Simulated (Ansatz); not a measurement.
Theory: DFT PBE, scalar-relativistic, plane waves, PAW in Ansatz. Settings: cutoff 420 eV, Γ-centred meshes spaced at most about 0.3 Å⁻¹, and about 0.25 Å⁻¹ or finer for metals (2π included), Gaussian smearing. No spin polarisation.

All energies are static (0 K, no zero-point motion).

Task: Which of these relaxed structures of Ba3HfO is the lowest in energy?
A.

Space group P4/mmm (No. 123). a = 6.562 Å, b = 6.562 Å, c = 4.118 Å, α = 90.00°, β = 90.00°, γ = 90.00°
```csv
atom,site,symmetry,x,y,z
Ba,2e,mmm.,0.5000,0.0000,0.5000
Ba,1a,4/mmm,0.0000,0.0000,0.0000
Hf,1c,4/mmm,0.5000,0.5000,0.0000
O,1d,4/mmm,0.5000,0.5000,0.5000
```

B.

Space group P6/mmm (No. 191). a = 7.970 Å, b = 7.970 Å, c = 4.008 Å, α = 90.00°, β = 90.00°, γ = 120.00°
```json
{"atom": "Ba", "site": "3f", "symmetry": "mmm", "x": "0.5000", "y": "0.0000", "z": "0.0000"}
{"atom": "Hf", "site": "1a", "symmetry": "6/mmm", "x": "0.0000", "y": "0.0000", "z": "0.0000"}
{"atom": "O", "site": "1b", "symmetry": "6/mmm", "x": "0.0000", "y": "0.0000", "z": "0.5000"}
```

C.

Space group Pm-3m (No. 221). a = 5.482 Å, b = 5.482 Å, c = 5.482 Å, α = 90.00°, β = 90.00°, γ = 90.00°
| atom | site | symmetry | x | y | z |
| --- | --- | --- | --- | --- | --- |
| Ba | 3c | 4/mm.m | 0.5000 | 0.5000 | 0.0000 |
| Hf | 1a | m-3m | 0.0000 | 0.0000 | 0.0000 |
| O | 1b | m-3m | 0.5000 | 0.5000 | 0.5000 |

Result: A. The next of these, C, lies 237 meV/atom higher. Forms: A P4/mmm; C antiperovskite type, Pm-3m; B P6/mmm. Counting Ba or Hf atoms around O (for each partner element, those within 1.25 times its shortest distance or 1.15 times the sum of covalent radii, where it is the nearest in units of that sum or under 1.3; a plus sign parts groups by distance over the sum of covalent radii): A has O 2+4; C has O 6; B has O 2. All come from invented guesses.

These runs have no spin–orbit coupling, which can matter for Hf. Cells relaxed within their symmetry can be saddle points. Some structure types and database cells were kept out of the candidates from the start, so a known form may be missing.
